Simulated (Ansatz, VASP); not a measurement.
**Mg: VASP beside Ansatz**

```
CELL_PARAMETERS angstrom
3.06679 0.00000 0.00000
-1.53340 2.65592 0.00000
0.00000 0.00000 4.98055
ATOMIC_POSITIONS crystal
Mg 0.33333 0.66667 0.25000
Mg 0.66667 0.33333 0.75000
```

Alike in both runs: functional PBE; k mesh 14 × 14 × 8; occupations fermi-dirac, width 0.08 eV; no spin polarisation.

Ansatz relaxed the structure, and its values are those at the end. VASP's run is a single point on that final structure, the one shown.

|  | VASP | Ansatz |
| --- | --- | --- |
| version | VASP 6.6.1 | Ansatz 0.2.0 |
| potentials or method | VASP PAW PBE potentials, release 64 (Mg) | PAW with Ansatz's default frozen-core files, scalar-relativistic |
| plane-wave cutoff (eV) | 520 | 420 |
| valence electrons in the cell | 4 | 20 |

```tsv
	VASP	Ansatz	Ansatz less VASP
pressure (GPa)	5.6	5.7	+0.11
```

The two sets of potentials don't hold the same shells in valence.
